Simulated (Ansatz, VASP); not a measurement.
# CsH4 in VASP and in Ansatz

The input INCAR:

```
SYSTEM = CsH4
ALGO = Fast
EDIFF = 1E-6
EDIFFG = -0.04
ENCUT = 600
GGA = PE
IBRION = 2
ISIF = 3
ISMEAR = 0
LASPH = .True.
LCHARG = .False.
LREAL = .False.
LWAVE = .False.
NELM = 80
NSW = 90
PREC = Accurate
SIGMA = 0.1
```

KPOINTS

```
k-points
0
Gamma
  6 6 4
  0 0 0
```

The input POSCAR:

```
CsH4
1.0
    3.5809592697      0.0000000000      0.0000000000
   -1.7904796348      3.1012016974      0.0000000000
    0.0000000000      0.0000000000      5.0763428940
Cs H
1 4
Direct
    0.0000000000      0.0000000000      0.5000000000
    0.5000000000      0.0000000000      0.0000000000
    0.0000000000      0.5000000000      0.0000000000
    0.5000000000      0.5000000000      0.0000000000
    0.0000000000      0.0000000000      0.0000000000
```

Input for Ansatz:

```yaml
crystal:
  lattice:
    - [3.5809592697, 0.0, 0.0]
    - [-1.7904796348, 3.1012016974, 0.0]
    - [0.0, 0.0, 5.076342894]
  atoms:
    - { symbol: Cs, position: [0.0, 0.0, 0.5] }
    - { symbol: H, position: [0.5, 0.0, 0.0] }
    - { symbol: H, position: [0.0, 0.5, 0.0] }
    - { symbol: H, position: [0.5, 0.5, 0.0] }
    - { symbol: H, position: [0.0, 0.0, 0.0] }
basis:
  ecutwfc: 420
kpoints:
  mp_grid: { grid: [6, 6, 4] }
hamiltonian:
  xc: pbe
scf:
  occupations: { method: gaussian, width: 0.1 }
  lower_state_search: "off"
output:
  forces: true
  stress: true
  eigenvalues: true
relax:
  adjacent_minimum: "off"
  f_tol: 0.04
  max_steps: 70
  cell: { stress_tol: 0.4 }
```

Alike in both runs: task relaxation of cell and atoms; functional PBE; k mesh 6 × 6 × 4; occupations gaussian, width 0.1 eV; no spin polarisation.

```csv
,VASP,Ansatz
version,VASP 6.6.1,Ansatz 0.2.0
potentials or method,"VASP PAW PBE potentials, release 64 (Cs_sv, H)","scalar-relativistic, plane waves, PAW"
plane-wave cutoff (eV),600,420
valence electrons in the cell,13,13
```

VASP gave:

| Quantity | Value |
| --- | --- |
| gap on the k mesh at the Fermi level, each at its own relaxed structure (eV) | none |
| relaxed volume (Å³/atom) | 11.22 |
| relaxed cell length with the largest relative difference (Å) | 5.060 |

Estimate Ansatz's values.

gap on the k mesh at the Fermi level, each at its own relaxed structure (eV): none; relaxed volume (Å³/atom): 11.03; relaxed cell length with the largest relative difference (Å): 5.027.

A gap of «none» marks a metal or a gap that the smearing closes.

The runs have no spin-orbit coupling, so splittings on Cs are missing.
